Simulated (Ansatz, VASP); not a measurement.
# TePb: programs and potentials compared

The starting cell:

```
Pb Te
1.0
     0.00000    3.23100    3.23100
     3.23100    0.00000    3.23100
     3.23100    3.23100    0.00000
Pb Te
1 1
Cartesian
  0.0000 0.0000 0.0000
  3.2310 3.2310 3.2310
```

Alike in all runs: task relaxation of cell and atoms; functional PBE; k mesh 7 × 7 × 7; occupations fermi-dirac, width 0.05 eV; no spin polarisation; no spin-orbit coupling.

```tsv
program and potentials	plane-wave cutoff (eV)	notes	equilibrium volume (Å³/atom)
VASP, PBE PAW files Pb_d_GW, Te_GW, 680 eV	680	11 valence electrons an atom on average	35.40
VASP, PBE PAW files Pb_d, Te, release 54, 600 eV	600	10 valence electrons an atom on average	35.40
VASP, PBE PAW files Pb, Te, release 54, 580 eV	580	5 valence electrons an atom on average	35.29
VASP, PBE PAW files Pb_d, Te, 600 eV	600	10 valence electrons an atom on average	35.42
Ansatz, all-electron LAPW, scalar-relativistic	-	-	35.48
VASP, PBE PAW files Pb_d_GW, Te_GW, 630 eV	630	11 valence electrons an atom on average	35.39
```

The equilibrium volume spans 35.29 (VASP, PBE PAW files Pb, Te, release 54, 580 eV) to 35.48 Å³/atom (Ansatz, all-electron LAPW, scalar-relativistic), with all-electron results at 35.48. Relaxations stop with a little pressure left, so the last digit of a volume isn't settled.

Differences between rows come from potentials, basis sets and numerical settings, since the functional is the same but for its coding. Runs on potential files found faulty are left out.

The potentials agree closely on the volume of PbTe, and the clearest separation is between treatments of the Pb 5d shell. With 5d frozen in the core the volume is 35.29 Å³/atom, while the files that keep it in the valence give 35.39 to 35.42, nearer the all-electron 35.48. The 5d shell is filled and takes little part in bonding, which is mainly between Pb 6p and Te 5p, but it is shallow enough to respond to the neighbouring Te atoms. Freezing it probably misses part of the closed-shell repulsion and so lets the lattice contract slightly, though other differences in how the files were built could contribute. Going from 10 to 11 valence electrons an atom brings no further approach to the all-electron value, so electron count alone doesn't order the results. All the volumes lie above that of the starting cell, in line with the usual PBE tendency to underbind compounds of heavy elements. Close agreement between potentials therefore supports their transferability for this volume, not the accuracy of the functional.
